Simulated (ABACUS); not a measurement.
Crystal: GaP.

```
CELL_PARAMETERS angstrom
0.00000 2.72525 2.72525
2.72525 0.00000 2.72525
2.72525 2.72525 0.00000
ATOMIC_POSITIONS crystal
Ga 0.00000 0.00000 0.00000
P 0.25000 0.25000 0.25000
```

Program: ABACUS 3.10.1. Alike in all runs: task single point; potentials or basis SG15 ONCV 1.2 PBE, DZP LCAO (the cutoffs set its grid); no spin polarisation; cell as given; k mesh 8 × 8 × 8; cutoff (eV) 1361; smearing fermi-dirac 0.05 eV.

**Question.** Order these runs on this cell by their band gap on the k mesh, lowest first.
A. level LDA
B. level PW91
C. level r2SCAN

**Answer.** A (1.45 eV), B (1.66 eV), C (1.87 eV).

Caveats: the atomic orbitals were generated for these runs and aren't a published set; the basis of atomic orbitals isn't converged, which shifts pressures, moduli and gaps.

A k mesh can miss the band edges.
